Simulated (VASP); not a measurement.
# CdTe (F-43m) in VASP: further runs, part 2 of 2

VASP 6.6.1. The steps go on from the part before.

## 5. Single point, PBE

INCAR

```
SYSTEM = CdTe
PREC = Accurate
ENCUT = 200
EDIFF = 1E-7
ISMEAR = 0
SIGMA = 0.02
LREAL = .False.
LASPH = .True.
NELM = 60
ALGO = Normal
ISIF = 2
LWAVE = .False.
LCHARG = .False.
GGA = PE
```

KPOINTS

```
regular mesh
0
Gamma
  6 6 6
  0 0 0
```

POSCAR

```
CdTe
1.0
    0.0000000000      3.2050000000      3.2050000000
    3.2050000000      0.0000000000      3.2050000000
    3.2050000000      3.2050000000      0.0000000000
Cd Te
1 1
Direct
    0.0000000000      0.0000000000      0.0000000000
    0.2500000000      0.2500000000      0.2500000000
```

Potentials or basis: VASP PAW PBE potentials, release 64 (Cd, Te).

Launch:

```bash
$ cat potpaw_PBE.64/Cd/POTCAR potpaw_PBE.64/Te/POTCAR > POTCAR
$ mpirun -np 1 vasp_std > vasp.out
```

OUTCAR:

```text
SYSTEM = CdTe
   PREC = Accurate
   ENCUT = 200
   EDIFF = 1E-7
   ISMEAR = 0
   LREAL = .False.
   LASPH = .True.
   NELM = 60
   ISIF = 2
   GGA = PE

 ion  position               nearest neighbor table
   1  0.000  0.000  0.000-   2 2.78   2 2.78   2 2.78   2 2.78
   2  0.250  0.250  0.250-   1 2.78   1 2.78   1 2.78   1 2.78

  LATTYP: Found a face centered cubic cell.
 ALAT       =     6.4100000000

  Lattice vectors:

 A1 = (   0.0000000000,   3.2050000000,   3.2050000000)
 A2 = (   3.2050000000,   0.0000000000,   3.2050000000)
 A3 = (   3.2050000000,   3.2050000000,   0.0000000000)

Analysis of symmetry for initial positions (statically):
=====================================================================
 Subroutine PRICEL returns:
 Original cell was already a primitive cell.

 Routine SETGRP: Setting up the symmetry group for a
 face centered cubic supercell.

 Subroutine GETGRP returns: Found 24 space group operations
 (whereof 24 operations were pure point group operations)
 out of a pool of 48 trial point group operations.

The static configuration has the point symmetry T_d .

[... 166 lines left out ...]
      5      -5.9257      2.00000
      6      -5.9257      2.00000
      7       2.6593      2.00000
      8       2.6593      2.00000
      9       2.6593      2.00000
     10       3.5006      0.00000
     11       7.2333      0.00000
     12       7.2333      0.00000
     13       7.2333      0.00000
[... 226 lines left out ...]
  band No.  band energies     occupation
      1      -8.2307      2.00000
      2      -6.0979      2.00000
      3      -6.0820      2.00000
      4      -6.0034      2.00000
      5      -5.9204      2.00000
      6      -5.2503      2.00000
      7      -1.7375      2.00000
      8       0.3046      2.00000
      9       0.4025      2.00000
     10       6.3969      0.00000
     11       6.4228      0.00000
     12       9.4216      0.00000
     13       9.6836      0.00000

------------------------ aborting loop because EDIFF is reached ----------------------------------------

  FORCE on cell =-STRESS in cart. coord.  units (eV):
  Direction    XX          YY          ZZ          XY          YZ          ZX
  --------------------------------------------------------------------------------------
  -------------------------------------------------------------------------------------
  Total      -13.7054067    -13.7054067    -13.7054067      0.0000000      0.0000000      0.0000000
  in kB     -333.4942980   -333.4942980   -333.4942980      0.0000000      0.0000000      0.0000000
  external PRESSURE =    -333.4942980 kB  Pullay stress =       0.0000000 kB

 VOLUME and BASIS-vectors are now :
 -----------------------------------------------------------------------------
  energy-cutoff  :      200.00
  volume of cell :       65.84
      direct lattice vectors                 reciprocal lattice vectors
     0.000000000  3.205000000  3.205000000    -0.156006240  0.156006240  0.156006240
     3.205000000  0.000000000  3.205000000     0.156006240 -0.156006240  0.156006240
     3.205000000  3.205000000  0.000000000     0.156006240  0.156006240 -0.156006240

 POSITION                                       TOTAL-FORCE (eV/Angst)
 -----------------------------------------------------------------------------------
      0.00000      0.00000      0.00000         0.000000     -0.000000      0.000000
      1.60250      1.60250      1.60250        -0.000000      0.000000     -0.000000
 -----------------------------------------------------------------------------------
    total drift:                               -0.000004     -0.000004     -0.000005

  FREE ENERGIE OF THE ION-ELECTRON SYSTEM (eV)
  ---------------------------------------------------
  free  energy   TOTEN  =        -4.0337894983 eV

  energy  without entropy=       -4.0337894983  energy(sigma->0) =       -4.03378950
```

stdout:

```text
POSCAR found type information on POSCAR CdTe
 POSCAR found :  2 types and       2 ions
 scaLAPACK will be used
 LDA part: xc-table for (Slater+PW92), standard interpolation
 POSCAR, INCAR and KPOINTS ok, starting setup
 FFT: planning ... GRIDC
 FFT: planning ... GRID_SOFT
 FFT: planning ... GRID
 WAVECAR not read
 entering main loop
```

Run time: 3 s. Hardware: 1 thread of Intel Xeon 6975P-C (Granite Rapids), shared host; peak memory 0.13 GiB.

The run converged, but a check on its numbers failed (symmetry, net force, bounds or a known fault of this set-up), so they aren't taken as properties of the crystal.

Caveat: the cutoff lies under the usual one of these potentials, so the numbers hold a large basis-set error; a pressure of tens of GPa on the cell as given is suspect, and the run, the potentials or the cell itself is likely at fault; spin-orbit coupling is left out, which moves the levels of the heavy elements.

## 6. Single point, PBE

INCAR, as its differences from that of step 5:

```diff
@@ -2,3 +2,3 @@
 PREC = Accurate
-ENCUT = 200
+ENCUT = 250
 EDIFF = 1E-7
```

KPOINTS is that of step 5.

POSCAR is that of step 5.

Potentials or basis: VASP PAW PBE potentials, release 64 (Cd, Te).

Launch:

```bash
$ cat potpaw_PBE.64/Cd/POTCAR potpaw_PBE.64/Te/POTCAR > POTCAR
$ mpirun -np 1 vasp_std > vasp.out
```

It took 3.3 s on 1 thread of Intel Xeon 6975P-C (Granite Rapids), shared host; peak memory 0.13 GiB.

The run converged, but a check on its numbers failed (symmetry, net force, bounds or a known fault of this set-up), so they aren't taken as properties of the crystal.

Caveat: the cutoff lies under the usual one of these potentials, so the numbers hold a large basis-set error; spin-orbit coupling is left out, which moves the levels of the heavy elements.

## 7. Overview

| k mesh | gap on the mesh (eV) | pressure (GPa) |
| --- | --- | --- |
| 8 × 8 × 8 | 0.87 | 4.4 |
| 10 × 10 × 10 | 0.87 | 4.4 |
| 12 × 12 × 12 | 0.87 | 4.4 |

Alike in all rows: task single point; level PBE; potentials or basis VASP PAW PBE potentials, release 64 (Cd, Te); no spin polarisation; cell as given; cutoff (eV) 520; smearing gaussian 0.02 eV.

On the cell as given the gap runs from 0.87 eV (PBE) to 0.87 eV (PBE); the meshes differ, which moves gaps too.

Caveats: spin-orbit coupling is left out, which moves the levels of the heavy elements.

Total energies depend on the potentials used, so only differences within one code and one set of settings carry meaning.

## 8. How close it comes

Step 2. Measured gap of CdTe: 1.607 eV (0 K; a printed reference work, data compilation). This calculation gives 0.87 eV (-0.73 eV). Spin-orbit coupling on Cd, Te is left out. The value is that of PBE, without temperature or zero-point motion. Semilocal functionals fall short of measured gaps as a rule.

Step 3. Against the measured gap of CdTe, 1.607 eV (0 K; a printed reference work, data compilation), the calculated 0.87 eV is off by -0.73 eV. Spin-orbit coupling on Cd, Te is left out. The value is that of PBE, without temperature or zero-point motion. Semilocal functionals fall short of measured gaps as a rule.

Step 4. Against the measured gap of CdTe, 1.607 eV (0 K; a printed reference work, data compilation), the calculated 0.87 eV is off by -0.73 eV. Spin-orbit coupling on Cd, Te is left out. The value is that of PBE, without temperature or zero-point motion. Semilocal functionals fall short of measured gaps as a rule.
